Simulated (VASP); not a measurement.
Si:

```
Si
1.0
     0.00000    2.71356    2.71356
     2.71356    0.00000    2.71356
     2.71356    2.71356    0.00000
Si
2
Direct
  0.75000 0.75000 0.75000
  0.50000 0.50000 0.50000
```

| Item | Value |
| --- | --- |
| Program | VASP 6.6.1 |
| Task | relaxation of cell and atoms |
| Functional | PBE |
| Potentials or basis | VASP PAW PBE potentials, release 64 (Si) |
| Cutoff | 600 eV |
| k mesh | 10 × 10 × 10 |
| Occupations | gaussian, width 0.03 eV |
| Spin | no spin polarisation |

At the start: pressure 2.1 GPa; volume 19.98 Å³/atom.

Q: Where does the relaxation end?

A: Over 3 steps the energy falls by 3.0 meV/atom and the volume is 20.44 Å³/atom (+2.3 %); space group Fd-3m (No. 227, to 0.05 Å).

Step by step:
```
step  energy change (eV)  largest force (eV/Å)  pressure (GPa)  volume (Å³)
   1              0.0000                0.0000            2.15        39.96
   2             -0.0033                0.0000           -1.34        41.53
   3             -0.0060                0.0000            0.01        40.89
```

Final structure:
```yaml
crystal:
  lattice:
    - [0.00000, 2.73430, 2.73430]
    - [2.73430, 0.00000, 2.73430]
    - [2.73430, 2.73430, 0.00000]
  atoms:
    - { symbol: Si, position: [0.75000, 0.75000, 0.75000] }
    - { symbol: Si, position: [0.50000, 0.50000, 0.50000] }
```
